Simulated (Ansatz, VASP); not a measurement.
**GaP: VASP beside Ansatz**

INCAR

```
SYSTEM = GaP
PREC     = Accurate       ! precision mode
ENCUT    = 520            ! plane-wave cutoff, eV
EDIFF    = 1E-7           ! SCF threshold, eV
ISMEAR   = -1             ! smearing method
SIGMA    = 0.05           ! smearing width, eV
LREAL    = .False.        ! projectors in reciprocal space
LASPH    = .True.         ! aspherical terms in the spheres
NELM     = 100            ! most SCF steps
ALGO     = Normal         ! electronic algorithm
ISIF     = 2              ! what is computed and relaxed
LWAVE    = .False.        ! write WAVECAR
LCHARG   = .True.         ! write CHGCAR
GGA      = PE             ! functional
LELF     = .True.         ! ELF
LVHAR    = .True.       
NBANDS   = 16             ! bands
```

Contents of KPOINTS:

```
Automatic mesh
0
Gamma
  8 8 9
  0 0 0
```

POSCAR

```
GaP
1.0
    3.4099426515      0.0000000000      0.0000000000
    0.0000000000      3.4099426515      0.0000000000
    0.0000000000      0.0000000000      2.7646829244
Ga P
1 1
Direct
    0.0000000000      0.0000000000      0.0000000000
    0.5000000000      0.5000000000      0.5000000000
```

File input.yaml:

```yaml
crystal:
  lattice:
    - [3.4099426515, 0.0, 0.0]
    - [0.0, 3.4099426515, 0.0]
    - [0.0, 0.0, 2.7646829244]
  atoms:
    - { symbol: Ga, position: [0.0, 0.0, 0.0] }
    - { symbol: P, position: [0.5, 0.5, 0.5] }
hamiltonian:
  xc: pbe
  pseudopotentials: { kind: paw }
kpoints:
  mp_grid: { grid: [8, 8, 9] }
scf:
  occupations: { method: fermi_dirac, width: 0.05 }
output:
  forces: true
  stress: true
  eigenvalues: true
```

The cell was built by a generator and needn't be a form met in nature.

Alike in both runs: task single point; functional PBE; k mesh 8 × 8 × 9; occupations fermi-dirac, width 0.05 eV; no spin polarisation.

|  | VASP | Ansatz |
| --- | --- | --- |
| version | VASP 6.6.1 | Ansatz 0.2.0 |
| potentials or method | VASP PAW PBE potentials, release 64 (Ga_d, P) | Ansatz PAW |
| plane-wave cutoff (eV) | 520 | 420 |
| valence electrons in the cell | 18 | 18 |

Ansatz gave:

```
gap on the k mesh at the Fermi level (eV) : none
pressure (GPa)                            : 3.1
```

Task: Estimate VASP's values.

Result: gap on the k mesh at the Fermi level (eV): none; pressure (GPa): 3.2.

A gap of «none» marks a metal or a gap that the smearing closes.
